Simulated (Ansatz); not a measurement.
Input, command and steps of an Ansatz relaxation.

```yaml
crystal:
  lattice:
    - [2.7428494267, 0.0, 0.0]
    - [-1.3714247134, 2.3753772823, 0.0]
    - [0.0, 0.0, 8.9241056349]
  atoms:
    - { symbol: Ir, position: [0.0, 0.0, 0.0] }
    - { symbol: Ir, position: [0.3333333333, 0.6666666667, 0.25] }
    - { symbol: Ir, position: [0.0, 0.0, 0.5] }
    - { symbol: Ir, position: [0.6666666667, 0.3333333333, 0.75] }
basis:
  ecutwfc: 420
kpoints:
  mp_grid: { grid: [18, 18, 6] }
hamiltonian:
  xc: pbe
scf:
  occupations: { method: gaussian, width: 0.1 }
output:
  forces: true
  stress: true
  eigenvalues: true
relax:
  adjacent_minimum: "off"
  f_tol: 0.01
  max_steps: 60
  cell: { stress_tol: 0.1 }
```

```bash
ansatz run input.yaml --threads 1 --pin off --max-ram 2560MiB --backend cpu --events-out ev --progress --plain --runs-dir out
```

The calculation used Ansatz 0.2.0, DFT PBE, scalar-relativistic, plane waves, PAW.

Of 4 frames 3 are shown, positions in Å and forces in eV/Å; the SCF threshold varies from step to step. Steps run on the plane waves of an earlier cell, with a Pulay correction in the pressure. The basis is chosen afresh for the last frame, the zero of the energies, and at times for earlier ones too; energy and pressure step there, also at an unchanged geometry. The mark taken_back stands on steps that the optimiser undid.

```xyz
4
Lattice="2.7428 0.0000 0.0000 -1.3714 2.3754 0.0000 0.0000 0.0000 8.9241" Properties=species:S:1:pos:R:3:forces:R:3 pbc="T T T" step=1 free_energy_over_end_meV_per_atom=0.14 pressure_GPa=-0.26
Ir    0.0000    0.0000    0.0000    0.0000    0.0000    0.0000
Ir    0.0000    1.5836    2.2310    0.0000    0.0000    0.0000
Ir    0.0000    0.0000    4.4621    0.0000    0.0000    0.0000
Ir    1.3714    0.7918    6.6931    0.0000    0.0000    0.0000
4
Lattice="2.7345 0.0000 0.0000 -1.3673 2.3682 0.0000 0.0000 0.0000 8.9570" Properties=species:S:1:pos:R:3:forces:R:3 pbc="T T T" step=2 free_energy_over_end_meV_per_atom=0.19 pressure_GPa=0.57 taken_back
Ir    0.0000    0.0000    0.0000    0.0000    0.0000    0.0000
Ir    0.0000    1.5788    2.2392    0.0000    0.0000    0.0000
Ir    0.0000    0.0000    4.4785    0.0000    0.0000    0.0000
Ir    1.3673    0.7894    6.7177    0.0000    0.0000    0.0000
4
Lattice="2.7395 0.0000 0.0000 -1.3697 2.3725 0.0000 0.0000 0.0000 8.9400" Properties=species:S:1:pos:R:3:forces:R:3 pbc="T T T" step=4 free_energy_over_end_meV_per_atom=0.00 pressure_GPa=-0.03
Ir    0.0000    0.0000    0.0000    0.0000    0.0000    0.0000
Ir    0.0000    1.5816    2.2350    0.0000    0.0000    0.0000
Ir    0.0000    0.0000    4.4700    0.0000    0.0000    0.0000
Ir    1.3697    0.7908    6.7050    0.0000    0.0000    0.0000
```

The run took 52 s on 1 thread of Arm Neoverse V2 (shared host), peak memory 0.5 GiB.

Spin–orbit coupling is left out, which can shift energies with elements as heavy as these.